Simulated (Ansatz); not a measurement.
## Ge under changes of volume

One of the cells (19.416 Å³/atom); the others are scaled copies at fixed shape and fractional positions:

```xyz
4
Lattice="0.0000 2.8857 5.1157 2.6305 0.0000 5.1157 2.6305 2.8857 0.0000" Properties=species:S:1:pos:R:3 pbc="T T T"
Ge    2.6305    4.1929    5.1157
Ge    2.6305    1.5786    5.1157
Ge    2.6305    2.8857    2.2318
Ge    2.6305    2.8857    7.9995
```

This isn't the form of Ge at room conditions, which is diamond.

- Program: Ansatz 0.2.0
- Functional: LDA
- Potentials or basis: Ansatz PAW
- Cutoff: 420 eV (not typed: the program's choice for these potentials)
- k mesh: 7 × 7 × 7
- Occupations: fermi-dirac, width 0.05 eV
- Spin: no spin polarisation

```tsv
volume (Å³/atom)	energy over the lowest point (meV/atom)	pressure (GPa)	largest force (eV/Å)
18.251	0.00	-1.0	0.063
18.640	4.45	-2.6	0.046
19.028	12.39	-3.9	0.038
19.416	23.41	-5.1	0.042
19.805	?	?	?
20.193	53.48	-7.2	0.046
20.581	72.00	-8.1	0.047
```

**Question.** What does the run at 19.805 Å³/atom give?

**Answer.** Energy over the lowest point 37.20 meV/atom; pressure -6.2 GPa; largest force 0.045 eV/Å.

Worked out: A Birch-Murnaghan fit of order 3 (a polynomial in V^(-2/3)) to the other rows has its minimum at 18.00 Å³/atom, just outside them, with B0 = V·E''(V) = 79 GPa and B' = 4.1 at fixed shape and positions, which overstates the stiffness. It gives 37.22 meV/atom at 19.805 Å³/atom, against the run's 37.20, and -dE/dV = -6.2 GPa, against -6.2.

Energies are extrapolated to zero smearing.

Caveats: the PAW data sets come from PBE, with cores solved anew for the run's functional, which leaves a small shift of forces and pressure.
